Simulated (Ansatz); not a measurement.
Elements on the sites of an ideal diamond lattice, at a guessed lattice constant:

```yaml
crystal:
  lattice:
    - [-4.07101, -4.07101, 0.00000]
    - [0.00000, 4.07101, 4.07101]
    - [-4.07101, 4.07101, -4.07101]
  atoms:
    - { symbol: C, position: [0.50000, 0.00000, 0.00000] }
    - { symbol: C, position: [0.00000, 0.00000, 0.00000] }
    - { symbol: C, position: [0.83333, 0.16667, 0.66667] }
    - { symbol: C, position: [0.33333, 0.16667, 0.66667] }
    - { symbol: C, position: [0.16667, 0.33333, 0.33333] }
    - { symbol: C, position: [0.50000, 0.50000, 0.00000] }
    - { symbol: C, position: [0.00000, 0.50000, 0.00000] }
    - { symbol: C, position: [0.83333, 0.66667, 0.66667] }
    - { symbol: C, position: [0.33333, 0.66667, 0.66667] }
    - { symbol: C, position: [0.33333, 0.16667, 0.91667] }
    - { symbol: C, position: [0.83333, 0.16667, 0.91667] }
    - { symbol: C, position: [0.66667, 0.33333, 0.58333] }
    - { symbol: C, position: [0.16667, 0.33333, 0.58333] }
    - { symbol: C, position: [0.50000, 0.50000, 0.25000] }
    - { symbol: C, position: [0.33333, 0.66667, 0.91667] }
    - { symbol: C, position: [0.83333, 0.66667, 0.91667] }
    - { symbol: C, position: [0.66667, 0.83333, 0.58333] }
    - { symbol: C, position: [0.00000, 0.00000, 0.25000] }
    - { symbol: Si, position: [0.66667, 0.33333, 0.33333] }
    - { symbol: Si, position: [0.66667, 0.83333, 0.33333] }
    - { symbol: Si, position: [0.16667, 0.83333, 0.33333] }
    - { symbol: Si, position: [0.00000, 0.50000, 0.25000] }
    - { symbol: Si, position: [0.16667, 0.83333, 0.58333] }
    - { symbol: Si, position: [0.50000, 0.00000, 0.25000] }
```

Cell and atoms were relaxed without symmetry on coarser meshes and computed once more. These are results of Ansatz, DFT PBEsol, scalar-relativistic, plane waves, PAW, not measurements.

Cutoff 420 eV; k points 7×7×5 on the computed 24-atom cell (Γ-centred); Gaussian smearing, width 0.10 eV; no spin polarisation.

The relaxation ran on 3×3×2 (shifted) and then 5×5×3 k points with a smearing of 0.1 eV, from sites shaken by 0.02 Å.

Problem. What does the relaxation give?

Solution. A volume of 8.18 Å³/atom and no gap on the mesh. It lies 0.41 eV/atom above the elements' standard states (static lattices, no corrections for gases). The atoms leave their sites by 0.81 Å (root mean square) and 2.23 Å at most, and the cell stretches by up to 24.2 % at fixed volume, so the lattice hasn't survived.

```xyz
24
Lattice="-3.7246 -3.4967 -0.1048 0.0475 3.5535 3.6984 -5.1487 4.8130 -5.0118" Properties=species:S:1:pos:R:3 pbc="T T T"
C    -6.7047    6.3743   -1.2209
C    -8.5666    4.6434   -1.2178
C    -6.8338    1.0500   -3.1244
C    -5.0178    2.7936   -3.0151
C    -1.8476    1.1434   -0.1647
C    -6.6891    4.6204   -3.0589
C    -8.5585    2.9245   -3.0879
C    -6.7449    2.8471   -1.2820
C    -4.9643    4.5229   -1.2951
C    -5.8458    3.6925   -3.9866
C    -7.7084    2.0004   -4.0212
C    -5.9575    1.9509   -2.1916
C    -4.1049    3.6714   -2.1913
C    -2.3652    0.7229    1.0821
C    -5.7872    5.5205   -2.1413
C    -7.6518    3.7469   -2.1410
C    -5.9017    3.7351   -0.4106
C    -4.2734    0.7532    2.9204
Si   -4.7998    0.7037   -1.0699
Si   -4.6926    2.7096    0.6915
Si   -2.9045    2.3133   -1.2395
Si   -4.1285   -0.1211    1.1420
Si   -3.7837    5.1205   -0.0127
Si   -2.9553    2.1043    2.3606
```

Cost: 2 runs of about 16 core-minutes in all (earlier runs that led there not counted), on Arm Neoverse V2 (shared hosts).